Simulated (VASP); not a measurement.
# Mg in VASP: notebook

The runs below take Mg through single point, molecular dynamics, with PBE.

Program: VASP 6.6.1. These are calculated values, not measurements. Logs are shortened: lines on timing, memory, paths and dates and some standing lists are left out, and cuts for length are marked.

### Step 1. The crystal as given

The cell holds a amorphous, 4 atoms: a = 3.911 Å, b = 4.620 Å, c = 4.315 Å, α = 93.68°, β = 83.74°, γ = 106.15°.

The cell was built by a generator and needn't be a form met in nature.

### Step 2. Single point, PBE, collinear spin, typed start

The input, INCAR:

```
PREC     = Accurate       # precision mode
ENCUT    = 520            # plane-wave cutoff, eV
EDIFF    = 1E-7           # SCF threshold, eV
ISMEAR   = 0              # smearing method
SIGMA    = 0.1            # smearing width, eV
LREAL    = False          # projectors in reciprocal space
LASPH    = True           # aspherical terms in the spheres
NELM     = 150            # most SCF steps
ALGO     = Normal         # electronic algorithm
ISIF     = 2              # what is computed and relaxed
LWAVE    = False          # write WAVECAR
LCHARG   = True           # write CHGCAR
ISPIN    = 2              # spin polarisation
MAGMOM   = 0.2 0.2 0.2 0.2 # initial moments
LORBIT   = 11             # projections on sites
GGA      = PE             # functional
LELF     = True           # ELF
LVHAR    = True         
NBANDS   = 16             # bands
ISYM     = 0
```

The input, KPOINTS:

```
regular mesh
0
Gamma
  4 3 4
```

The input, POSCAR:

```
Mg
1.0
    3.8888770000     -0.0002690000      0.4184490000
   -1.2617130000      4.4357520000     -0.2827240000
    0.0091260000     -0.0110080000      4.3149320000
Mg
4
Direct
    0.4606940722      0.3189738560      0.3369361535
    0.4924707362      0.8082562356      0.7606049293
    0.8938734503      0.3695635012      0.8200933456
    0.9052800748      0.8641574475      0.2150804481
```

Potentials or basis: VASP PAW PBE potentials, release 64 (Mg).

Launch:

```
$ cat potpaw_PBE.64/Mg/POTCAR > POTCAR
$ mpirun -np 1 vasp_std > vasp.out
```

OUTCAR:

```text
PREC = Accurate
   ENCUT = 520
   EDIFF = 1E-7
   ISMEAR = 0
   LREAL = False
   LASPH = True
   NELM = 150
   ISIF = 2
   ISPIN = 2
   LORBIT = 11
   GGA = PE
   ISYM = 0

 ion  position               nearest neighbor table
   1  0.461  0.319  0.337-   3 2.63   4 2.64   4 2.68   3 2.79   2 2.80   3 2.92   4 3.07   2 3.11
                             2 3.33   3 3.37   2 3.44
   2  0.492  0.808  0.761-   4 2.63   3 2.64   3 2.64   4 2.69   1 2.80   4 2.91   3 2.93   1 3.11
                             1 3.33   1 3.44   4 3.53
   3  0.894  0.370  0.820-   1 2.63   2 2.64   2 2.64   4 2.75   1 2.79   1 2.92   2 2.93   4 2.99
                             1 3.37   4 3.39   4 3.57
   4  0.905  0.864  0.215-   2 2.63   1 2.64   1 2.68   2 2.69   3 2.75   2 2.91   3 2.99   1 3.07
                             3 3.39   2 3.53   3 3.57

IMPORTANT INFORMATION: All symmetrisations will be switched off!
NOSYMM: (Re-)initialisation of all symmetry stuff for point group C_1.

----------------------------------------------------------------------------------------

                                     Primitive cell

  volume of cell :      74.4083

  direct lattice vectors                    reciprocal lattice vectors
     3.888877000 -0.000269000  0.418449000     0.257187156  0.073131983 -0.000357376
    -1.261713000  4.435752000 -0.282724000    -0.000046306  0.225464413  0.000575289
     0.009126000 -0.011008000  4.314932000    -0.024944263  0.007680815  0.231825714

  length of vectors
     3.911325090  4.620362362  4.314955692     0.267382961  0.225465152  0.233290319

  position of ions in fractional coordinates (direct lattice)
     0.460694072  0.318973856  0.336936153
     0.492470736  0.808256236  0.760604929
     0.893873450  0.369563501  0.820093346
     0.905280075  0.864157447  0.215080448

  ion indices of the primitive-cell ions
   primitive index   ion index
                 1           1
                 2           2
                 3           3
                 4           4

----------------------------------------------------------------------------------------

 KPOINTS: regular mesh

Automatic generation of k-mesh.
 Grid dimensions read from file:
 generate k-points for:    4    3    4

 Generating k-lattice:

  Cartesian coordinates                     Fractional coordinates (reciprocal lattice)
     0.064296789  0.018282996 -0.000089344     0.250000000  0.000000000  0.000000000
    -0.000015435  0.075154804  0.000191763     0.000000000  0.333333333  0.000000000
    -0.006236066  0.001920204  0.057956429     0.000000000  0.000000000  0.250000000

  Length of vectors
     0.066845740  0.075155051  0.058322580

  Shift w.r.t. Gamma in fractional coordinates (k-lattice)
     0.000000000  0.000000000  0.000000000

 Subroutine IBZKPT returns following result:
 ===========================================

 Found     26 irreducible k-points:

 Following reciprocal coordinates:
            Coordinates               Weight
  0.000000  0.000000  0.000000      1.000000
  0.250000  0.000000 -0.000000      2.000000
  0.500000  0.000000 -0.000000      1.000000
  0.000000  0.333333 -0.000000      2.000000
  0.250000  0.333333 -0.000000      2.000000
  0.500000  0.333333 -0.000000      2.000000
[... 16 lines left out ...]
  0.000000  0.333333  0.500000      2.000000
  0.250000  0.333333  0.500000      2.000000
 [... further k-points ...]
   k-points           NKPTS =     26   k-points in BZ     NKDIM =     26   number of bands    NBANDS=     16
   number of dos      NEDOS =    301   number of ions     NIONS =      4
   total plane-waves  NPLWV =  34560
   dimension x,y,z NGX =    30 NGY =   36 NGZ =   32
   dimension x,y,z NGXF=    60 NGYF=   72 NGZF=   64
   ions per type =               4
   NGX,Y,Z   is equivalent  to a cutoff of  12.75, 12.95, 12.33 a.u.
   NGXF,Y,Z  is equivalent  to a cutoff of  25.50, 25.91, 24.66 a.u.
 SYSTEM =  unknown system
   PREC   = accura    normal or accurate (medium, high low for compatibility)
   ISTART =      0    job   : 0-new  1-cont  2-samecut
   ICHARG =      2    charge: 1-file 2-atom 10-const
   ISPIN  =      2    spin polarized calculation?
   LNONCOLLINEAR =      F non collinear calculations
   LSORBIT =      F    spin-orbit coupling
   LASPH  =      T    aspherical Exc in radial PAW
   ENCUT  =  520.0 eV  38.22 Ry    6.18 a.u.   7.27  8.59  8.02*2*pi/ulx,y,z
   NELM   =    150;   NELMIN=  2; NELMDL= -5     # of ELM steps
   EDIFF  = 0.1E-06   stopping-criterion for ELM
   LREAL  =      F    real-space projection
   EDIFFG = 0.1E-05   stopping-criterion for IOM
   NSW    =      0    number of steps for IOM
   IBRION =     -1    ionic relax: 0-MD 1-quasi-New 2-CG
   NFREE  =      0    steps in history (QN), initial steepest desc. (CG)
   ISIF   =      2    stress and relaxation
   ISYM   =      0    0-nonsym 1-usesym 2-fastsym
   POTIM  = 0.5000    time-step for ionic-motion
[... 78 lines left out ...]
      1      -1.7342      1.00000
      2      -1.0783      1.00000
      3       3.0331      1.00000
      4       3.8323      0.09571
      5       4.7832      0.00000
      6       5.6047      0.00000
[... 8 lines left out ...]
     15      14.5575      0.00000
     16      15.1375      0.00000
[... 362 lines left out ...]
 k-point    23 :       0.0000    0.3333    0.5000
  band No.  band energies     occupation
      1      -1.3585      1.00000
      2      -1.0876      1.00000
      3       1.0037      1.00000
      4       1.3845      1.00000
      5       6.1664      0.00000
      6       7.1930      0.00000
[... 8 lines left out ...]
     15      13.6185      0.00000
     16      14.9585      0.00000

 k-point    24 :       0.2500    0.3333    0.5000
  band No.  band energies     occupation
      1      -0.3555      1.00000
      2      -0.0621      1.00000
      3       0.6894      1.00000
      4       1.4313      1.00000
      5       2.6662      1.00000
      6       4.1226      0.00000
[... 8 lines left out ...]
     15      14.3965      0.00000
     16      14.8243      0.00000

 [... further k-points ...]

 spin component 2

 k-point     1 :       0.0000    0.0000    0.0000
  band No.  band energies     occupation
      1      -4.0742      1.00000
      2       2.6690      1.00000
      3       3.2473      1.00000
      4       3.9274      0.00400
      5       4.3078      0.00000
      6       5.5814      0.00000
[... 8 lines left out ...]
     15      13.2776      0.00000
     16      13.5641      0.00000

 k-point     2 :       0.2500    0.0000   -0.0000
  band No.  band energies     occupation
      1      -3.4091      1.00000
      2       1.7983      1.00000
      3       2.5905      1.00000
      4       3.6931      0.74594
      5       4.8588      0.00000
      6       5.1055      0.00000
[... 8 lines left out ...]
     15      12.6048      0.00000
     16      14.5627      0.00000

 k-point     3 :       0.5000    0.0000   -0.0000
  band No.  band energies     occupation
      1      -1.7342      1.00000
      2      -1.0783      1.00000
      3       3.0331      1.00000
      4       3.8323      0.09575
      5       4.7832      0.00000
      6       5.6047      0.00000
[... 8 lines left out ...]
     15      14.5575      0.00000
     16      15.1375      0.00000
[... 362 lines left out ...]
 k-point    23 :       0.0000    0.3333    0.5000
  band No.  band energies     occupation
      1      -1.3585      1.00000
      2      -1.0876      1.00000
      3       1.0037      1.00000
      4       1.3845      1.00000
      5       6.1663      0.00000
      6       7.1930      0.00000
[... 8 lines left out ...]
     15      13.6185      0.00000
     16      14.9584      0.00000

 k-point    24 :       0.2500    0.3333    0.5000
  band No.  band energies     occupation
      1      -0.3555      1.00000
      2      -0.0621      1.00000
      3       0.6894      1.00000
      4       1.4313      1.00000
      5       2.6661      1.00000
      6       4.1226      0.00000
[... 8 lines left out ...]
     15      14.3965      0.00000
     16      14.8242      0.00000

 [... further k-points ...]

------------------------ aborting loop because EDIFF is reached ----------------------------------------

  FORCE on cell =-STRESS in cart. coord.  units (eV):
  Direction    XX          YY          ZZ          XY          YZ          ZX
  --------------------------------------------------------------------------------------
  -------------------------------------------------------------------------------------
  Total        7.3739475     10.7577746      6.8153863      4.5489689      1.2521449     -1.1529608
  in kB      158.7776286    231.6390154    146.7505520     97.9495037     26.9614887    -24.8258321
  external PRESSURE =     179.0557320 kB  Pullay stress =       0.0000000 kB

 VOLUME and BASIS-vectors are now :
 -----------------------------------------------------------------------------
  energy-cutoff  :      520.00
  volume of cell :       74.41
      direct lattice vectors                 reciprocal lattice vectors
     3.888877000 -0.000269000  0.418449000     0.257187156  0.073131983 -0.000357376
    -1.261713000  4.435752000 -0.282724000    -0.000046306  0.225464413  0.000575289
     0.009126000 -0.011008000  4.314932000    -0.024944263  0.007680815  0.231825714

 POSITION                                       TOTAL-FORCE (eV/Angst)
 -----------------------------------------------------------------------------------
      1.39220      1.41106      1.55645        -0.548825     -0.384153      0.004576
      0.90231      3.57672      3.25952        -0.855232      0.219977     -0.109945
      3.01736      1.63002      3.80820         0.754012     -0.274867     -0.548433
      2.43217      3.83058      1.06255         0.650045      0.439042      0.653802
 -----------------------------------------------------------------------------------
    total drift:                                0.000001     -0.000004     -0.000002

  FREE ENERGIE OF THE ION-ELECTRON SYSTEM (eV)
  ---------------------------------------------------
  free  energy   TOTEN  =        -3.8285456442 eV

  energy  without entropy=       -3.8134057029  energy(sigma->0) =       -3.82097567

 total charge

# of ion       s       p       d       tot
------------------------------------------
    1        0.243   0.173   0.018   0.434
    2        0.247   0.181   0.018   0.446
    3        0.246   0.181   0.018   0.445
    4        0.247   0.178   0.018   0.444
--------------------------------------------------
tot          0.983   0.714   0.072   1.769

 magnetization (x)

# of ion       s       p       d       tot
------------------------------------------
    1        0.000   0.000   0.000   0.000
    2        0.000  -0.000   0.000   0.000
    3        0.000  -0.000   0.000  -0.000
    4        0.000   0.000   0.000   0.000
--------------------------------------------------
tot          0.000  -0.000   0.000   0.000
```

Run time: 27 s. Hardware: 1 thread of Intel Xeon 6975P-C (Granite Rapids), shared host; peak memory 0.22 GiB.

Results:

```yaml
Free_energy: -3.8285 eV
Pressure: 17.9 GPa
Largest_force: 1.021 eV/Å
Band_gap_on_the_k_mesh: none (metal or under the smearing width)
Net_moment: 0.00 μB per cell
Valence_electrons_inside_the_program's_atomic_spheres: Mg 0.43, 0.45, 0.44
```

Forces in eV/Å, atoms in the order of the input:
```
Mg  -0.549 -0.384  0.005
Mg  -0.855  0.220 -0.110
Mg   0.754 -0.275 -0.548
Mg   0.650  0.439  0.654
```

Caveat: the k mesh is coarse (spacing up to 0.47 Å⁻¹), so the values aren't converged; so large a pressure means that the cell lies far from this level's equilibrium, or that cutoff or potentials fall short.

### Step 3. Single point, PBE, collinear spin, typed start

The input, INCAR:

```
SYSTEM = Mg
  PREC = Accurate
  ENCUT = 520
  EDIFF = 1E-6
  ISMEAR = 0
  SIGMA = 0.1
  LREAL = .FALSE.
  LASPH = .TRUE.
  NELM = 150
  ALGO = Normal
  ISIF = 2
  LWAVE = .FALSE.
  LCHARG = .TRUE.
  ISPIN = 2
  MAGMOM = 0.2 0.2 0.2 0.2
  LORBIT = 11
  GGA = PE
  LELF = .TRUE.
  LVHAR = .TRUE.
  NBANDS = 16
  ISYM = 0
```

The input, KPOINTS:

```
Automatic mesh
0
G
  4 3 4
  0 0 0
```

The input, POSCAR:

```
Mg
1.0
    3.8888770000     -0.0002690000      0.4184490000
   -1.2617130000      4.4357520000     -0.2827240000
    0.0091260000     -0.0110080000      4.3149320000
Mg
4
Direct
    0.4520177877      0.3058839248      0.3180085655
    0.4713634251      0.8169907003      0.7720145590
    0.9229194723      0.3578566729      0.8108818261
    0.9060173908      0.8802197429      0.2318101827
```

Potentials or basis: VASP PAW PBE potentials, release 64 (Mg).

Launch:

```
$ cat potpaw_PBE.64/Mg/POTCAR > POTCAR
$ mpirun -np 1 vasp_std > vasp.out
```

It took 24 s on 1 thread of Intel Xeon 6975P-C (Granite Rapids), shared host; peak memory 0.22 GiB.

Results (log left out):

* Free energy: -3.9630 eV
* Pressure: 17.2 GPa
* Largest force: 0.809 eV/Å
* Band gap on the k mesh: none (metal or under the smearing width)
* Net moment: 0.00 μB per cell
* Valence electrons inside the program's atomic spheres: Mg 0.43, 0.44

Forces in eV/Å, atoms in the order of the input:
```
Mg   0.172  0.679  0.216
Mg  -0.392  0.114 -0.174
Mg   0.140 -0.081 -0.415
Mg   0.080 -0.713  0.373
```

Stress tensor (GPa, compression positive):
```
17.14 12.47 -3.05
12.47 22.94  1.28
-3.05  1.28 11.56
```

Levels at points of the mesh, in eV from the Fermi level:
Spin up:
```
           k point  band 2  band 3  band 4  band 5  band 6  band 7
(0.00, 0.00, 0.00)   -1.02   -0.50    0.18    0.67    1.80    2.81
(0.50, 0.00, 0.00)   -4.94   -0.62    0.05    1.17    1.77    2.87
(0.00, 0.00, 0.50)   -5.67    0.56    0.83    1.85    2.00    3.25
(0.50, 0.00, 0.50)   -3.60   -2.77   -2.68    0.70    1.03    2.32
```
Spin down:
```
           k point  band 1  band 2  band 3  band 4  band 5  band 6  band 7  band 8  band 9
(0.00, 0.00, 0.00)   -7.80   -1.02   -0.50    0.18    0.67    1.80    2.81    4.64    5.07
(0.50, 0.00, 0.00)   -5.34   -4.94   -0.62    0.05    1.17    1.77    2.87    3.00    5.40
(0.00, 0.00, 0.50)   -5.87   -5.67    0.56    0.83    1.85    2.00    3.25    3.46    5.57
(0.50, 0.00, 0.50)   -3.72   -3.60   -2.77   -2.68    0.70    1.03    2.32    2.48    5.96
```

Caveat: the k mesh is coarse (spacing up to 0.47 Å⁻¹), so the values aren't converged; so large a pressure means that the cell lies far from this level's equilibrium, or that cutoff or potentials fall short.

### Step 4. Single point, PBE, collinear spin, typed start

The input, INCAR:

```
SYSTEM = Mg
  PREC = Accurate
  ENCUT = 520
  EDIFF = 1E-7
  ISMEAR = 0
  SIGMA = 0.1
  LREAL = .False.
  LASPH = .True.
  NELM = 150
  ALGO = Normal
  ISIF = 2
  LWAVE = .False.
  LCHARG = .False.
  ISPIN = 2
  MAGMOM = 0.2 0.2 0.2 0.2
  LORBIT = 11
  GGA = PE
  NBANDS = 16
  ISYM = 0
```

The input, KPOINTS:

```
Automatic mesh
0
Gamma
  4 3 4
  0 0 0
```

The input, POSCAR:

```
Mg
1.0
    3.8888770000     -0.0002690000      0.4184490000
   -1.2617130000      4.4357520000     -0.2827240000
    0.0091260000     -0.0110080000      4.3149320000
Mg
4
Direct
    0.4508363462      0.3052099330      0.3028975091
    0.4420578284      0.8286269756      0.7810547366
    0.9545712995      0.3437923216      0.7932138756
    0.9048526018      0.8833218108      0.2555490120
```

Launch:

```
$ cat potpaw_PBE.64/Mg/POTCAR > POTCAR
$ mpirun -np 1 vasp_std > vasp.out
```

Wall time 28 s (1 thread of Intel Xeon 6975P-C (Granite Rapids), shared host); peak memory 0.21 GiB.

Results (log left out):

| Property | Result |
| --- | --- |
| Free energy | -3.9954 eV |
| Pressure | 17.0 GPa |
| Largest force | 1.265 eV/Å |
| Band gap on the k mesh | none (metal or under the smearing width) |
| Net moment | 0.00 μB per cell |
| Valence electrons inside the program's atomic spheres | Mg 0.43, 0.44 |

Forces in eV/Å, atoms in the order of the input:
```
Mg   0.678  1.067  0.031
Mg  -0.019  0.344 -0.090
Mg  -0.408 -0.262 -0.001
Mg  -0.251 -1.150  0.061
```

Stress tensor (GPa, compression positive):
```
17.24 13.37 -4.36
13.37 23.95  0.58
-4.36  0.58  9.89
```

Levels at points of the mesh, in eV from the Fermi level:
Spin up:
| k point | band 2 | band 3 | band 4 | band 5 | band 6 | band 7 |
| --- | --- | --- | --- | --- | --- | --- |
| (0.00, 0.00, 0.00) | -0.98 | -0.51 | 0.19 | 0.73 | 1.77 | 2.83 |
| (0.50, 0.00, 0.00) | -5.06 | -0.48 | -0.05 | 1.30 | 1.61 | 2.88 |
| (0.00, 0.00, 0.50) | -5.71 | 0.65 | 0.82 | 1.87 | 2.01 | 3.27 |
| (0.50, 0.00, 0.50) | -3.57 | -2.77 | -2.76 | 0.75 | 1.16 | 2.29 |
Spin down:
```
           k point  band 1  band 2  band 3  band 4  band 5  band 6  band 7  band 8
(0.00, 0.00, 0.00)   -7.79   -0.98   -0.51    0.19    0.73    1.77    2.83    4.66
(0.50, 0.00, 0.00)   -5.20   -5.06   -0.48   -0.05    1.30    1.61    2.88    3.02
(0.00, 0.00, 0.50)   -5.81   -5.71    0.65    0.82    1.87    2.01    3.27    3.46
(0.50, 0.00, 0.50)   -3.64   -3.57   -2.77   -2.76    0.75    1.16    2.29    2.42
```

Caveat: the k mesh is coarse (spacing up to 0.47 Å⁻¹), so the values aren't converged; so large a pressure means that the cell lies far from this level's equilibrium, or that cutoff or potentials fall short.

### Step 5. Molecular dynamics, PBE, collinear spin, typed start

The input, INCAR:

```
ALGO = Normal ; ANDERSEN_PROB = 0.0
EDIFF = 1E-5 ; ENCUT = 520
GGA = PE ; IBRION = 0
ISIF = 2 ; ISMEAR = 0
ISPIN = 2 ; ISYM = 0
LASPH = T ; LCHARG = T
LORBIT = 11 ; LREAL = F
LWAVE = F ; MAGMOM = 0.2 0.2 0.2 0.2
MDALGO = 1 ; NELM = 150
NELMIN = 4 ; NSW = 30
POTIM = 1.5 ; PREC = Accurate
RANDOM_SEED = 571191 0 0 ; SIGMA = 0.1
TEBEG = 300.0 ; TEEND = 300.0
```

The input, KPOINTS:

```
k-points
0
Gamma
  4 3 4
```

The input, POSCAR:

```
Mg
1.0
    3.8888770000     -0.0002690000      0.4184490000
   -1.2617130000      4.4357520000     -0.2827240000
    0.0091260000     -0.0110080000      4.3149320000
Mg
4
Direct
    0.4561630000      0.3255800000      0.3560600000
    0.4965100000      0.8043870000      0.7493900000
    0.8792570000      0.3755680000      0.8171650000
    0.9203880000      0.8554160000      0.2101000000
```

Launch:

```
$ cat potpaw_PBE.64/Mg/POTCAR > POTCAR
$ mpirun -np 1 vasp_std > vasp.out
```

Run time: 3.1 min. Hardware: 1 thread of Intel Xeon 6975P-C (Granite Rapids), shared host; peak memory 0.24 GiB.

It converged, with:

| Quantity | Value |
| --- | --- |
| Valence electrons inside the program's atomic spheres | Mg 0.44 |

The path:
```csv
step,potential energy change (eV),largest force (eV/Å),pressure (GPa),volume (Å³),temperature (K)
1,0.0000,1.1149,18.32,74.41,287
2,0.0069,1.1345,18.34,74.41,270
3,0.0102,1.1440,18.35,74.41,261
4,0.0100,1.1394,18.34,74.41,262
5,0.0064,1.1210,18.31,74.41,271
6,0.0000,1.0896,18.27,74.41,287
7,-0.0088,1.0465,18.22,74.41,310
8,-0.0193,1.0072,18.16,74.41,337
9,-0.0309,0.9738,18.09,74.41,367
10,-0.0429,0.9362,18.02,74.41,398
11,-0.0546,0.8956,17.95,74.41,428
12,-0.0654,0.8528,17.88,74.41,456
13,-0.0748,0.8088,17.81,74.41,480
14,-0.0825,0.7643,17.75,74.41,500
15,-0.0882,0.7198,17.70,74.41,514
16,-0.0920,0.7230,17.65,74.41,524
17,-0.0939,0.7778,17.61,74.41,529
18,-0.0942,0.8496,17.58,74.41,530
19,-0.0934,0.9312,17.56,74.41,528
20,-0.0919,1.0163,17.54,74.41,524
21,-0.0904,1.1060,17.52,74.41,521
22,-0.0896,1.1999,17.50,74.41,518
23,-0.0900,1.2804,17.49,74.41,520
24,-0.0923,1.3454,17.47,74.41,526
25,-0.0970,1.3931,17.44,74.41,538
26,-0.1043,1.4223,17.41,74.41,557
27,-0.1145,1.4321,17.38,74.41,583
28,-0.1275,1.4222,17.34,74.41,617
29,-0.1431,1.3927,17.29,74.41,657
30,-0.1610,1.3443,17.24,74.41,703
```

Caveat: the k mesh is coarse (spacing up to 0.47 Å⁻¹), so the values aren't converged.
